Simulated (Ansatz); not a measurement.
**Which way does BaO + PbS ⇌ BaS + PbO run?**

Plane-wave DFT in Ansatz with scalar-relativistic PAW potentials, cutoff 500 eV, Γ-centred meshes chosen by cell and gap, Gaussian smearing with energies taken to zero width. Every cell was relaxed (cell and atoms) in a run of its own, within the symmetry of its start. Functional: r2SCAN.

Total energies hold large constants for each element; a whole number of eV per atom of each element is taken off below, which cancels in a balanced reaction.

| compound | lowest structure computed | structures tried | V (Å³/atom) | gap on mesh (eV) | E (eV per formula unit, common shift removed) |
| --- | --- | --- | --- | --- | --- |
| BaO | Fm-3m | 2 | 21.30 | 2.38 | -5.9620 |
| PbS | R3m | 3 | 26.69 | 0.71 | -1.0033 |
| BaS | Fm-3m | 1 | 33.16 | 2.58 | -5.1315 |
| PbO | P4/nmm | 2 | 21.15 | 1.83 | -2.3337 |

Work out the reaction energy at 0 K.

ΔE = E(BaS) + E(PbO) − E(BaO) − E(PbS) = -0.500 eV, or -48 kJ per mole of reaction (-125 meV/atom). The right side is lower: Ba takes S and Pb takes O. Pauling's electronegativities (Ba 0.89, Pb 1.87; O 3.44, S 2.58) would pair Ba with O, the most ionic bond; the result goes the other way, so matching of sizes, lattice energies or covalent bonding outweigh it. All four are computed as solids; where they are solids at ordinary conditions entropy changes little. A lower structure that wasn't tried would shift the value, and mixed crystals may lie lower than either side. This functional puts PbS lowest in R3m, which isn't its usual phase at room temperature.

Spin-orbit coupling is left out, which matters for the bands of heavy elements. For Tl, Pb and Bi spin-orbit coupling shifts energies too.